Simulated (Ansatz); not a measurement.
Cold compression of F (beta tin type)

```yaml
crystal:
  lattice:
    - [-1.96371, 1.96371, 1.46359]
    - [1.96371, -1.96371, 1.46359]
    - [1.96371, 1.96371, -1.46359]
  atoms:
    - { symbol: F, position: [0.62500, 0.87500, 0.75000] }
    - { symbol: F, position: [0.37500, 0.12500, 0.25000] }
```

The cell comes from a relaxation on PAW files under the same functional, begun from a prototype that needn't be the stable phase.

Its volume is scaled, and at each volume shape and atoms are relaxed on PAW files; all methods then take that cell.

Computed with Ansatz 0.2.0; functional PBE, scalar-relativistic. Settings: a Γ-centred 17×17×17 k mesh, Fermi–Dirac smearing of 0.05 eV, no spin polarisation. Methods: LAPW: all electrons, basis error target 1 meV/atom; PAW: frozen-core files, cutoff 420 eV; crystal datasets: all electrons, by PAW datasets that the program makes for each cell; norm-conserving: pseudopotentials, cutoff 1320 eV; PAW (cutoff 1000 eV): frozen-core files, cutoff 1000 eV.

Energies are extrapolated to zero smearing and count from the unscaled cell; pressure is positive in compression; gaps take the mesh and a band path. No temperature or zero-point motion is included.

The structure type is held throughout; the real material can change phase at far lower pressure.

```json
{"V/V0": "1.00", "V (Å³/atom)": "11.29", "P LAPW (GPa)": "-0.05", "ΔE LAPW (eV/atom)": "0.000", "P PAW − LAPW (GPa)": "0.06", "ΔE PAW − LAPW (meV/atom)": "0.0", "space group": "I4_1/amd", "shortest distance (Å)": "2.096"}
{"V/V0": "0.95", "V (Å³/atom)": "10.72", "P LAPW (GPa)": "2.16", "ΔE LAPW (eV/atom)": "0.003", "P PAW − LAPW (GPa)": "0.08", "ΔE PAW − LAPW (meV/atom)": "0.2", "space group": "I4_1/amd", "shortest distance (Å)": "2.074"}
{"V/V0": "0.85", "V (Å³/atom)": "9.59", "P LAPW (GPa)": "?", "ΔE LAPW (eV/atom)": "?", "P PAW − LAPW (GPa)": "?", "ΔE PAW − LAPW (meV/atom)": "?", "space group": "?", "shortest distance (Å)": "?"}
{"V/V0": "0.75", "V (Å³/atom)": "8.47", "P LAPW (GPa)": "25.1", "ΔE LAPW (eV/atom)": "0.156", "P PAW − LAPW (GPa)": "0.06", "ΔE PAW − LAPW (meV/atom)": "1.4", "space group": "I4_1/amd", "shortest distance (Å)": "1.962"}
{"V/V0": "0.65", "V (Å³/atom)": "7.34", "P LAPW (GPa)": "56.3", "ΔE LAPW (eV/atom)": "0.429", "P PAW − LAPW (GPa)": "0.05", "ΔE PAW − LAPW (meV/atom)": "1.8", "space group": "I4_1/amd", "shortest distance (Å)": "1.888"}
{"V/V0": "0.55", "V (Å³/atom)": "6.21", "P LAPW (GPa)": "122.0", "ΔE LAPW (eV/atom)": "1.027", "P PAW − LAPW (GPa)": "0.08", "ΔE PAW − LAPW (meV/atom)": "2.0", "space group": "I4_1/amd", "shortest distance (Å)": "1.798"}
{"V/V0": "0.45", "V (Å³/atom)": "5.08", "P LAPW (GPa)": "269.8", "ΔE LAPW (eV/atom)": "2.333", "P PAW − LAPW (GPa)": "0.44", "ΔE PAW − LAPW (meV/atom)": "3.6", "space group": "I4_1/amd", "shortest distance (Å)": "1.691"}
{"V/V0": "0.40", "V (Å³/atom)": "4.52", "P LAPW (GPa)": "410.5", "ΔE LAPW (eV/atom)": "3.511", "P PAW − LAPW (GPa)": "0.73", "ΔE PAW − LAPW (meV/atom)": "5.7", "space group": "I4_1/amd", "shortest distance (Å)": "1.630"}
```

Task: Fit the Vinet equation to the LAPW pressures shown (residuals weighted by 1/(|P| + 0.03·Pmax)), and predict the pressure of the withheld row.

Result: The fit gives V0 = 11.26 Å³/atom, B0 = 38.3 GPa and B0′ = 6.09. At 9.59 Å³/atom, x = (V/V0)^(1/3) = 0.9479, and P = 3·B0·(1 − x)/x²·exp[1.5·(B0′ − 1)·(1 − x)] = 9.90 GPa. The run itself gave 9.79 GPa (+1.1 % off) and ΔE = 0.041 eV/atom.

Task: At the smallest volume, how far do crystal datasets and norm-conserving and PAW (cutoff 1000 eV) lie from LAPW in pressure?

Result: crystal datasets: +0.01 GPa; norm-conserving: -0.44 GPa; PAW (cutoff 1000 eV): -0.04 GPa, on a LAPW pressure of 410.5 GPa.
